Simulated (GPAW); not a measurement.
Crystal: Si.

```xyz
2
Lattice="0.0000 2.7219 2.7219 2.7219 0.0000 2.7219 2.7219 2.7219 0.0000" Properties=species:S:1:pos:R:3 pbc="T T T"
Si    2.7219    2.7219    2.7219
Si    4.0828    4.0828    4.0828
```

Base run:

```yaml
Program: GPAW 26.7.0
Functional: PBEsol
Potentials_or_basis: PAW data sets generated in the run's folder for this functional
Cutoff: 600 eV
Basis: pw
k_mesh: 8 × 8 × 8
Occupations: fermi-dirac, width 0.05 eV
Spin: no spin polarisation
```

Its results: band gap on the k mesh 0.52 eV, indirect (least direct gap 2.52 eV); pressure -0.3 GPa.

Task: The run is repeated on the same cell with these changes: functional from PBEsol to PBEint. What comes out?

Result: Band gap on the k mesh 0.53 eV, indirect (least direct gap 2.51 eV); pressure 0.4 GPa.

A k mesh can miss the band edges.

Not every run made on this cell is shown here.
